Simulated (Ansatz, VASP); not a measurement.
# Cross-check of SiO2 between VASP and Ansatz

One calculation is typed for both programs; each brings its own data sets. How far apart do they land? The cell is taken from a series of runs on this material, whose earlier steps may have relaxed, scaled, displaced or heated it; both programs get it as it stands.

Program: Ansatz 0.2.0. Level of theory: plane waves, with VASP 6.6.1 beside it; single point at HSE06. Results are calculated unless marked as measured.

## 1. The starting structure

The structure is tetragonal, space group P4_32_12 (No. 96). Conventional cell: a = 4.736 Å, b = 4.736 Å, c = 6.465 Å, α = 90.00°, β = 90.00°, γ = 90.00°. Nearest to Si lie 4 O at 1.61 Å. Nearest to O lie 2 Si at 1.61 Å. Farther neighbours and most contacts between anions are not listed.

## 2. VASP: single point, HSE06

With cell and atoms fixed, the geometry can't cause a difference; cores, projectors, grids and the points listed under the comparison can.

Lines of VASP's logs that name or quote its potential files are left out, and so is its time.

The run reads the wave functions of an earlier VASP run, which isn't shown here.

The input, INCAR:

```
SYSTEM = SiO2
PREC = Accurate
ENCUT = 520
EDIFF = 1E-06
NELM = 100
ISMEAR = 0
SIGMA = 0.01
LREAL = .FALSE.
ALGO = Normal
LHFCALC = .TRUE.
AEXX = 0.25
GGA = PE
HFSCREEN = 0.208
LASPH = .TRUE.
NBANDS = 44
PRECFOCK = Fast
LORBIT = 11
LWAVE = .FALSE.
LCHARG = .FALSE.
KPAR = 4
NCORE = 2
ISIF = 2
```

The input, POSCAR:

```
SiO2
1.0
    4.7355840000      0.0000000000      0.0000000000
    0.0000000000      4.7355840000      0.0000000000
    0.0000000000      0.0000000000      6.4645000000
Si O
4 8
Direct
    0.8260209803      0.8260209803      0.5000000000
    0.6739790197      0.3260209803      0.2500000000
    0.1739790197      0.1739790197      0.0000000000
    0.3260209803      0.6739790197      0.7500000000
    0.2722005854      0.3447577913      0.7966656359
    0.1552422087      0.7722005854      0.5466656359
    0.7277994146      0.6552422087      0.2966656359
    0.8447577913      0.2277994146      0.0466656359
    0.7722005854      0.1552422087      0.4533343641
    0.6552422087      0.7277994146      0.7033343641
    0.2277994146      0.8447577913      0.9533343641
    0.3447577913      0.2722005854      0.2033343641
```

The input, KPOINTS:

```
Automatic mesh
0
Gamma
4 4 2
0 0 0
```

PAW data sets: Si and O (PBE family, release 64).

On the command line:

```sh
mpirun -np 8 vasp_std
```

Numbers of over 12 decimals in the logs are rounded to 6 here.

Log:

```text
[banner, memory and clock lines left out]
running    8 mpi-ranks, on    1 nodes
 distrk:  each k-point on    2 cores,    4 groups
 distr:  one band on    2 cores,    1 groups

 POSCAR found type information on POSCAR SiO
 POSCAR found :  2 types and      12 ions
 LDA part: xc-table for (Slater+PW92), standard interpolation
 found WAVECAR, reading the header
 POSCAR, INCAR and KPOINTS ok, starting setup
 FFT: planning ... GRIDC
 FFT: planning ... GRID_SOFT
 FFT: planning ... GRID
 reading WAVECAR
 the WAVECAR file was read successfully
 initial charge from wavefunction
 entering main loop
       N       E                     dE             d eps       ncg     rms          rms(c)
DAV:   1    -0.116160564760E+03   -0.11616E+03   -0.17204E+00  1172   0.811E+00    0.637E+00
DAV:   2    -0.116175685240E+03   -0.15120E-01   -0.81441E-02  1296   0.143E+00    0.476E+00
DAV:   3    -0.116170114057E+03    0.55712E-02   -0.58299E-03  1288   0.362E-01    0.288E+00
DAV:   4    -0.116168878758E+03    0.12353E-02   -0.18935E-03  1252   0.190E-01    0.165E+00
DAV:   5    -0.116168506925E+03    0.37183E-03   -0.23860E-04  1244   0.893E-02    0.932E-01
DAV:   6    -0.116168382449E+03    0.12448E-03   -0.68487E-05  1240   0.565E-02    0.531E-01
DAV:   7    -0.116168347139E+03    0.35311E-04   -0.19254E-05  1256   0.312E-02    0.303E-01
DAV:   8    -0.116168337092E+03    0.10047E-04   -0.56488E-06  1264   0.161E-02    0.173E-01
DAV:   9    -0.116168334663E+03    0.24297E-05   -0.19854E-06   896   0.914E-03    0.988E-02
DAV:  10    -0.116168334364E+03    0.29867E-06   -0.88266E-07   732   0.643E-03
   1 F= -.11616833E+03 E0= -.11616833E+03  d E =-.368309E-56
```

From OUTCAR (step 2):

```text
ion  position               nearest neighbor table
   1  0.826  0.826  0.500-   6 1.61   9 1.61   7 1.61  10 1.61   2 2.96   4 2.96   2 2.96   4 2.96

  LATTYP: Found a simple tetragonal cell.
 ALAT       =     4.7355840000
 C/A-ratio  =     1.3650903458

 Subroutine GETGRP returns: Found  8 space group operations
 (whereof  2 operations were pure point group operations)

The static configuration has the point symmetry C_2 .
 The point group associated with its full space group is D_4 .

 Found     12 irreducible k-points:

   k-points           NKPTS =     12   k-points in BZ     NKDIM =     32   number of bands    NBANDS=     44

   dimension x,y,z NGX =    36 NGY =   36 NGZ =   48
   dimension x,y,z NGXF=    72 NGYF=   72 NGZF=   96

   ENCUT  =  520.0 eV  38.22 Ry    6.18 a.u.   8.81  8.81 12.02*2*pi/ulx,y,z

   NELECT =      64.0000    total number of electrons

 k-points in reciprocal lattice and weights: Automatic mesh
   0.00000000  0.00000000  0.00000000       0.031
   0.25000000  0.00000000  0.00000000       0.125
   0.50000000  0.00000000  0.00000000       0.062
   0.25000000  0.25000000  0.00000000       0.125
   0.50000000  0.25000000  0.00000000       0.125
   0.50000000  0.50000000  0.00000000       0.031
   0.00000000  0.00000000  0.50000000       0.031
   0.25000000  0.00000000  0.50000000       0.125
   0.50000000  0.00000000  0.50000000       0.062
   0.25000000  0.25000000  0.50000000       0.125
   0.50000000  0.25000000  0.50000000       0.125
   0.50000000  0.50000000  0.50000000       0.031

  exchange ACFDT corr.  =         0.00000000  see jH, gK, PRB 81, 115126

 average (electrostatic) potential at core
       1 -82.4744       2 -82.4744       3 -82.4744       4 -82.4744       5 -65.9348
       6 -65.9348       7 -65.9348       8 -65.9348       9 -65.9348      10 -65.9348
      11 -65.9348      12 -65.9348

 E-fermi :   0.2303

 k-point     1 :       0.0000    0.0000    0.0000
  band No.  band energies     occupation
    ...
     28      -1.2433      2.00000
     29      -0.7610      2.00000
     30      -0.4753      2.00000
     31      -0.4753      2.00000
     32       0.1202      2.00000
     33       8.0048      0.00000
     34      11.0529      0.00000
     35      11.0529      0.00000
     36      11.6177      0.00000
     37      12.2987      0.00000
    ...

 k-point     2 :       0.2500    0.0000    0.0000
  band No.  band energies     occupation
    ...
     28      -0.9905      2.00000
     29      -0.8827      2.00000
     30      -0.5476      2.00000
     31      -0.5306      2.00000
     32      -0.0641      2.00000
     33       8.7696      0.00000
     34      11.1605      0.00000
     35      11.2355      0.00000
     36      11.6032      0.00000
     37      11.7849      0.00000
    ...

 k-point     3 :       0.5000    0.0000    0.0000
  band No.  band energies     occupation
    ...
     28      -0.9316      2.00000
     29      -0.7166      2.00000
     30      -0.7166      2.00000
     31      -0.4130      2.00000
     32      -0.4130      2.00000
     33      10.3354      0.00000
     34      10.3354      0.00000
     35      11.4499      0.00000
     36      11.4499      0.00000
     37      12.1980      0.00000
    ...

  Total        4.5460256      4.5460256      4.0316198      0.0000000      0.0000000      0.0000000
  in kB       50.2412491     50.2412491     44.5561975      0.0000000      0.0000000      0.0000000
  external PRESSURE =      48.3462319 kB  Pullay stress =       0.0000000 kB

  energy-cutoff  :      520.00
  volume of cell :      144.97
      direct lattice vectors                 reciprocal lattice vectors
     4.735584000  0.000000000  0.000000000     0.211167197  0.000000000  0.000000000
     0.000000000  4.735584000  0.000000000     0.000000000  0.211167197  0.000000000
     0.000000000  0.000000000  6.464500000     0.000000000  0.000000000  0.154691005

 POSITION                                       TOTAL-FORCE (eV/Angst)
 -----------------------------------------------------------------------------------
      3.91169      3.91169      3.23225         0.028129      0.028129      0.000000
      3.19168      1.54390      1.61613        -0.028129      0.028129      0.000000
      0.82389      0.82389      0.00000        -0.028129     -0.028129      0.000000
      1.54390      3.19168      4.84837         0.028129     -0.028129      0.000000
      1.28903      1.63263      5.15005        -0.016822      0.029802      0.034177
      0.73516      3.65682      3.53392        -0.029802     -0.016822      0.034177
      3.44656      3.10295      1.91780         0.016822     -0.029802      0.034177
      4.00042      1.07876      0.30167         0.029802      0.016822      0.034177
      3.65682      0.73516      2.93058        -0.016822     -0.029802     -0.034177
      3.10295      3.44656      4.54670        -0.029802      0.016822     -0.034177
      1.07876      4.00042      6.16283         0.016822      0.029802     -0.034177
      1.63263      1.28903      1.31445         0.029802     -0.016822     -0.034177
 -----------------------------------------------------------------------------------
    total drift:                               -0.000004      0.000004      0.000001

  FREE ENERGIE OF THE ION-ELECTRON SYSTEM (eV)
  ---------------------------------------------------
  free  energy   TOTEN  =      -116.1683343639 eV

  energy  without entropy=     -116.1683343639  energy(sigma->0) =     -116.16833436

 total charge
# of ion       s       p       d       tot
------------------------------------------
    1        0.667   1.036   0.000   1.703
    2        0.667   1.036   0.000   1.703
    3        0.667   1.036   0.000   1.703
    4        0.667   1.036   0.000   1.703
    5        1.562   3.727   0.000   5.288
    6        1.562   3.727   0.000   5.288
    7        1.562   3.727   0.000   5.288
    8        1.562   3.727   0.000   5.288
    9        1.562   3.727   0.000   5.288
   10        1.562   3.727   0.000   5.288
   11        1.562   3.727   0.000   5.288
   12        1.562   3.727   0.000   5.288
--------------------------------------------------
tot         15.162  33.957   0.000  49.119

[... 3 further parts left out ...]
```

The run ends at a pressure of 4.83 GPa, with forces up to 0.048 eV/Å.

[end of part 1 of 2]

[Lines on the potential files, build, host, timing and source positions are cut from VASP's logs without a mark.]

[Logs are printed without paths, hosts, clocks, repeated set-up lines and the standing remarks that a program may print on its own settings, such as how far it seeks lower states.]

[Hosts, paths, dates, database ids (printed as entryN), source tags and the programs' standing remarks are cut or masked in the printed files.]
